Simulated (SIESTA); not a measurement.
Crystal: TePt.

```
Pt Te
1.0
     1.98157    1.14406    6.66103
    -1.98157    1.14406    6.66103
     0.00000   -2.28812    6.66103
Pt Te
2 2
Direct
  0.12967 0.12967 0.12967
  0.87033 0.87033 0.87033
  0.40200 0.40200 0.40200
  0.59800 0.59800 0.59800
```

Base run:

```yaml
Program: SIESTA 5.4.2
Functional: PBEsol
Potentials_or_basis: PseudoDojo 0.4 standard (PBEsol files)
Basis: DZP (energy shift 0.003 Ry; two zetas on semicore shells)
Grid_cutoff: 800 Ry
Energy_shift: 0.003 Ry
k_mesh: 6 × 6 × 6
Occupations: fermi-dirac, width 0.05 eV
Spin: no spin polarisation
Hubbard_terms: Pt d U = 6 eV
```

Its results: band gap on the k mesh none (metal or under the smearing width); pressure -0.2 GPa; largest force 0.902 eV/Å.

**Question.** After a change of settings the same cell gave: band gap on the k mesh none (metal or under the smearing width); pressure 1.8 GPa; largest force 0.819 eV/Å. Which change was it?
A. hubbard terms from Pt d U = 6 eV to Pt d U = 4 eV
B. hubbard terms from Pt d U = 6 eV to none
C. hubbard terms from Pt d U = 6 eV to Pt d U = 2 eV

**Answer.** C.

Caveats: short orbitals over semicore shells can move pressures by several GPa; the basis of atomic orbitals isn't converged, which shifts pressures, moduli and gaps; U without spin polarisation on a metal has little footing; the U is typed as a test and isn't derived for this compound.
